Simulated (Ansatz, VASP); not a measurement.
**One calculation of Ga3H, two programs**

```
CELL_PARAMETERS angstrom
3.97824 0.00000 0.00000
0.00000 3.97824 0.00000
0.00000 0.00000 3.97824
ATOMIC_POSITIONS crystal
Ga 0.00000 0.50000 0.50000
Ga 0.50000 0.00000 0.50000
Ga 0.50000 0.50000 0.00000
H 0.00000 0.00000 0.00000
```

Alike in both runs: functional PBE; k mesh 12 × 12 × 12; occupations gaussian, width 0.1 eV; no spin polarisation.

Ansatz relaxed the structure, and its values are those at the end. VASP's run is a single point on that final structure, the one shown.

|  | VASP | Ansatz |
| --- | --- | --- |
| version | VASP 6.6.1 | Ansatz 0.2.0 |
| potentials or method | VASP PAW PBE potentials, release 64 (Ga_d, H) | scalar-relativistic, plane waves, PAW |
| plane-wave cutoff (eV) | 520 | 420 |
| valence electrons in the cell | 40 | 40 |

VASP gave:

* gap on the k mesh at the Fermi level (eV): none
* pressure (GPa): 0.1

Question: Which values does Ansatz return?

Answer: gap on the k mesh at the Fermi level (eV): none; pressure (GPa): 0.0.

A gap of «none» marks a metal or a gap that the smearing closes.
